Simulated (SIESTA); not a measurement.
Runs of SIESTA 5.4.2 on MoS2. The cell holds a slab with vacuum, 6 atoms: a = 3.185 Å, b = 3.185 Å, c = 21.671 Å, α = 90.00°, β = 90.00°, γ = 120.00°. 

| task | level | potentials or basis | k mesh | energy shift | gap on the mesh (eV) | V0 of scaled cells (Å³/atom) | B0 (GPa) | largest force (eV/Å) |
| --- | --- | --- | --- | --- | --- | --- | --- | --- |
| equation of state | LDA | PseudoDojo 0.4 standard (LDA files), DZP (energy shift 0.003 Ry; two zetas on semicore shells) | 10 × 10 × 2 | 0.003 Ry | - | 31.14 | 91 | - |
| equation of state | LDA | PseudoDojo 0.4 standard (LDA files), DZP (energy shift 0.002 Ry) | 10 × 10 × 2 | 0.002 Ry | - | 31.12 | 91 | - |
| band structure | PBEsol | PseudoDojo 0.4 standard (PBEsol files), DZP (energy shift 0.003 Ry; two zetas on semicore shells) | 10 × 10 × 2 | 0.003 Ry | 1.37 | - | - | (b) |
| equation of state | PBEsol | PseudoDojo 0.4 standard (PBEsol files), DZP (energy shift 0.003 Ry; two zetas on semicore shells) | 8 × 8 × 2 | 0.003 Ry | - | 31.66 | 87 | - |
| band structure | BLYP | PseudoDojo 0.4 standard (PBE files), DZP (energy shift 0.003 Ry; two zetas on semicore shells) | 10 × 10 × 2 | 0.003 Ry | 1.37 | - | - | 1.15 |
| equation of state | PBEsol | PseudoDojo 0.4 standard (PBEsol files), DZP (energy shift 0.003 Ry; two zetas on semicore shells) | 10 × 10 × 2 | 0.003 Ry | - | 31.66 | 87 | - |
| band structure | LDA | PseudoDojo 0.4 standard (LDA files), DZP (energy shift 0.003 Ry; two zetas on semicore shells) | 10 × 10 × 2 | 0.003 Ry | (a) | - | - | 0.12 |

Alike in all rows: no spin polarisation; cell as given; smearing fermi-dirac 0.05 eV; grid cutoff 800 Ry.

Q: Fill in the values left out.

A: (a) 1.36; (b) 0.30.

Caveats: the basis of atomic orbitals isn't converged, which shifts pressures, moduli and gaps; the cell was scaled at fixed shape and fractional positions, which overstates the stiffness of a crystal with free parameters, most of all of layers and chains (some runs); semicore shells carry a single zeta, which can move pressures by several GPa and volumes by a few percent (some runs); the potentials were made for another functional, which shifts forces and pressure (some runs).

A k mesh can miss the band edges, and the runs leave out spin-orbit coupling on Mo.

Not every run made on this cell is shown here.
